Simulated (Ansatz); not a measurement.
How far is PAW off for GaAs?

```xyz
2
Lattice="0.0000 2.8551 2.8268 2.8551 0.0000 2.8268 2.8551 2.8551 0.0000" Properties=species:S:1:pos:R:3 pbc="T T T"
Ga    0.0000    0.0000    0.0000
As    4.2827    4.2827    4.2403
```

Atoms are numbered in the order listed.

The conventional cell has a = 4.038 Å, b = 4.038 Å, c = 5.654 Å, α = 90.00°, β = 90.00°, γ = 90.00°. Around Ga (atom 1) lie 4 As at 2.46 Å. As (atom 2) is surrounded by 4 Ga at 2.46 Å.

The cell is COD entry 9008845, as deposited and not checked against the literature; nothing was relaxed. The listed cell was then made from it by scaling, straining or moving an atom.

Methods: DFT, LDA, PAW with Ansatz's default frozen-core files, scalar-relativistic (Ansatz 0.2.0); DFT, LDA, all-electron LAPW, scalar-relativistic (Ansatz 0.2.0).

For PAW: a Γ-centred 10×10×10 k mesh, Fermi–Dirac smearing of 0.08 eV, cutoff 420 eV, no spin polarisation; the PAW files were made with PBE, and the program remakes their frozen cores for this functional. LAPW targets a basis error of 1 meV/atom. The Ansatz runs share mesh, smearing and spin set-up. Plane-wave (PAW) pressures include the program's estimate of the Pulay term.

Stress and pressure are positive in compression.

The change that made this cell: equal xx and yy strain of +1 %.

PAW results:

```json
{"quantity": "pressure (GPa)", "PAW": "-3.10"}
{"quantity": "stress xx (GPa)", "PAW": "-3.30"}
{"quantity": "stress zz (GPa)", "PAW": "-2.69"}
```

Question: What does LAPW (all electrons) give for the same quantities?

Answer: 
```
       quantity   LAPW
 pressure (GPa)  -3.07
stress xx (GPa)  -3.27
stress zz (GPa)  -2.66
```
